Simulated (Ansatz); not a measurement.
Wanted: the native input for an Ansatz 0.2.0 run.

- Task: single point
- Functional: PBE
- Potentials or basis: all-electron LAPW, scalar-relativistic
- Cutoff: 349 eV (chosen from the basis error)
- Basis error allowed: 0.001 eV/atom
- k mesh: 11 × 11 × 11
- Occupations: gaussian, width 0.03 eV
- Spin: collinear spin, ferromagnetic start
- Starting moments: [3.0, 0.0] μB

The system is FeO (Wuestite).

```
Fe O
1.0
     0.00000    2.15540    2.15540
     2.15540    0.00000    2.15540
     2.15540    2.15540    0.00000
Fe O
1 1
Direct
  0.00000 0.00000 0.00000
  0.50000 0.50000 0.50000
```

These files were run (other wordings do the same):

input.yaml

```yaml
crystal:
  lattice:
    - [0.0, 2.1554, 2.1554]
    - [2.1554, 0.0, 2.1554]
    - [2.1554, 2.1554, 0.0]
  atoms:
    - { symbol: Fe, position: [0.0, 0.0, 0.0], spin: 3.0 }
    - { symbol: O, position: [0.5, 0.5, 0.5] }
kpoints:
  mp_grid: { grid: [11, 11, 11] }
scf:
  occupations: { method: gaussian, width: 0.03 }
hamiltonian:
  xc: pbe
  pseudopotentials: { kind: all_electron, lapw: { basis_error: 0.001 } }
magnetization:
  spin_polarized: true
output:
  forces: true
  stress: true
  eigenvalues: true
```

Potentials or basis: all-electron LAPW, scalar-relativistic.

Run with:

```sh
$ ansatz run input.yaml --threads 2 --pin off --max-ram 6144MiB --backend cpu --events-out ev --progress --plain --runs-dir out
```

It gave:

```json
{"Pressure": "-0.4 GPa", "Band gap on the k mesh": "none (metal or under the smearing width)", "Net moment": "4.00 μB per cell", "Absolute moment": "4.01 μB per cell", "Site moments": "Fe +3.62; O +0.32 μB"}
```

Caveat: a cell with one magnetic atom can't hold antiferromagnetic order, which such compounds often take; semilocal functionals often make such compounds metallic where correlation or magnetic order opens a gap, which also shifts bond lengths.

Run time: 14 s on 2 threads of Arm Neoverse V1, on a shared host, peak memory 0.43 GiB.
